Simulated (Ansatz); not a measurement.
Relaxed bulk Te2Pt, space group P-3m1 (No. 164):

```
Te Pt
1.0
     4.05334    0.00000    0.00000
    -2.02667    3.51030    0.00000
     0.00000    0.00000    5.09096
Te Pt
2 1
Direct
  0.33333 0.66667 0.26706
  0.66667 0.33333 0.73294
  0.00000 0.00000 0.00000
```

Miller indices refer to the conventional cell of P-3m1 (No. 164), a = 4.053 Å, b = 4.053 Å, c = 5.091 Å, α = 90.00°, β = 90.00°, γ = 120.00°.

The (001) slab of 6 planes, 7.8 Å thick with 15 Å of vacuum as cut; outer planes Te (top) and Te (bottom).

Method: DFT PBE+D3(BJ), scalar-relativistic, plane waves, PAW (Ansatz). Cutoff 420 eV; k points 9×9×1 on the computed 6-atom cell (Γ-centred); Gaussian smearing, width 0.10 eV; no spin polarisation. The cell repeats along c with a dipole correction in the vacuum.

With the atoms at the bulk's places:

| Item | Value |
| --- | --- |
| Surface energy (mean of both faces) | 0.46 J/m² |
| Work function | 4.22 eV |

(1) What changes when all atoms relax?

Slabs this thin can still miss converged surface energies by a few hundredths of a J/m² and work functions by about a tenth of an eV.

Spin-orbit coupling is left out, which matters for the bands of heavy elements.

## Answers

(1) The energy falls by 0.004 J/m² a face, and the largest move is 0.02 Å.

For the relaxed slab, the surface energy (mean of both faces) is 0.45 J/m² and the work function is 4.21 eV.

| plane (bottom to top) | atoms | spacing to next, bulk (Å) | relaxed (Å) | change (%) |
| --- | --- | --- | --- | --- |
| 1 | Te | 1.360 | 1.384 | +1.8 |
| 2 | Pt | 1.360 | 1.338 | -1.6 |
| 3 | Te | 2.372 | 2.404 | +1.4 |
| 4 | Te | 1.360 | 1.338 | -1.6 |
| 5 | Pt | 1.360 | 1.384 | +1.8 |
| 6 | Te |  |  |  |

γ = (E_slab − N·E_bulk)/2A = 0.803 eV / (2 × 14.23 Å²) = 28.2 meV/Å² = 0.45 J/m², with N = 6 atoms. The cut crosses no short bond: it runs through the gap between layers. The top two spacings change in opposite senses (+1.8 and -1.6 %).

Cleaving PtTe2 between its layers leaves the Pt–Te bonding network intact, so the surface has no true dangling bonds and little reason to reconstruct. Relaxation therefore lowers the surface energy only from 0.46 to 0.45 J/m² and hardly alters the surface dipole or the work function.

The small displacements do have a pattern: in each layer the outer Te–Pt spacing grows and the inner one shrinks by nearly the same amount, so the Pt plane shifts off-centre while the layer thickness is almost unchanged. This probably reflects the unequal surroundings of the two Te planes. Only the inner one keeps its Te–Te contact across the gap, where p-orbital overlap adds to dispersion and redistributes charge within the Pt–Te bonds. The wider gap suggests that this coupling is slightly weaker in the two-layer slab than in the bulk. The energies alone don't separate the covalent part of the interlayer cohesion from the dispersion part.
